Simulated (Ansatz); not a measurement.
**HfO2: compression at zero temperature**

How does HfO2 compress? Cell and atoms are relaxed at 7 pressures between -1 and 90 GPa.

Program: Ansatz 0.2.0. Level of theory: DFT r2SCAN, scalar-relativistic, plane waves, PAW. These are calculated values, not measurements.

2 further runs of the same task are left out: 2 set aside as unsound or not needed.

## 1. The starting structure

The structure is tetragonal, space group P4_2/mnm (No. 136). Conventional cell: a = 4.838 Å, b = 4.838 Å, c = 3.220 Å, α = 90.00°, β = 90.00°, γ = 90.00°. Around Hf (site symmetry mmm) lie 6 O at 2.09 Å. Around O (site symmetry m2m) lie 3 Hf at 2.09 Å.

Coordinates:

```cif
data_structure
_symmetry_space_group_name_H-M 'P4_2/mnm'
_symmetry_Int_Tables_number 136
_cell_length_a 4.8382
_cell_length_b 4.8382
_cell_length_c 3.2203
_cell_angle_alpha 90.000
_cell_angle_beta 90.000
_cell_angle_gamma 90.000
_cell_volume 75.38
loop_
_atom_site_label
_atom_site_type_symbol
_atom_site_symmetry_multiplicity
_atom_site_Wyckoff_symbol
_atom_site_fract_x
_atom_site_fract_y
_atom_site_fract_z
_atom_site_occupancy
Hf1 Hf 2 a 0.00000 0.00000 0.00000 1
O1 O 4 f 0.19492 0.80508 0.50000 1
```

It goes back to an entry of the Materials Project, which need not be the stable form.

This cell was relaxed beforehand with the same method: volume 12.56 Å³/atom, gap on the mesh 4.53 eV.

## 2. -1 GPa

File input.yaml:

```yaml
crystal:
  lattice:
    - [4.8539810982, 0.0, 0.0]
    - [0.0, 4.8539810982, 0.0]
    - [0.0, 0.0, 3.2308495244]
  atoms:
    - { symbol: Hf, position: [0.0, 0.0, 0.0] }
    - { symbol: Hf, position: [0.5, 0.5, 0.5] }
    - { symbol: O, position: [0.194919183, 0.805080817, 0.5] }
    - { symbol: O, position: [0.305080817, 0.305080817, 0.0] }
    - { symbol: O, position: [0.694919183, 0.694919183, 0.0] }
    - { symbol: O, position: [0.805080817, 0.194919183, 0.5] }
basis:
  ecutwfc: 500
kpoints:
  mp_grid: { grid: [6, 6, 8] }
hamiltonian:
  xc: r2scan
scf:
  occupations: { method: gaussian, width: 0.02 }
output:
  forces: true
  stress: true
  eigenvalues: true
relax:
  adjacent_minimum: "off"
  f_tol: 0.008
  max_steps: 50
  cell: { stress_tol: 0.08, p_target: -1.0 }
```

On the command line:

```sh
ansatz run input.yaml --threads 1 --pin off --max-ram 2560MiB --backend cpu --events-out ev --progress --plain --runs-dir out
```

The session goes on with these runs: band edges over the zone at -1 GPa; relaxing at 1 GPa; band edges over the zone at 1 GPa; 4 GPa; band edges over the zone at 4 GPa; relaxing at 12 GPa; seeking the band edges at 12 GPa; target pressure 25 GPa; seeking the band edges at 25 GPa; relaxing at 50 GPa; seeking the band edges at 50 GPa; relaxing at 90 GPa; the gap over the whole zone at 90 GPa.

What does the calculation give? Wanted: bulk modulus B0; B0'.

As calculated:

```
                                     quantity                       value
                             volume at 90 GPa  9.86 Å³/atom, V/V0 = 0.784
bulk modulus B0 (third-order Birch-Murnaghan)                     227 GPa
                                          B0'                         4.0
                          gap at 0 and 90 GPa            4.53 eV; 5.21 eV
```

**Reading.** Up to 90 GPa the volume falls by 21.6 %. A third-order Birch-Murnaghan curve fits the points with B0 = 227 GPa. The cell gives way unevenly: a -9.3 %, b -9.3 %, c -4.6 %. The gap goes from 4.53 eV at zero pressure to 5.21 eV at 90 GPa. Other structures may take over in this range; these runs cannot find them. Spin-orbit coupling is left out, which matters for the bands of Hf.
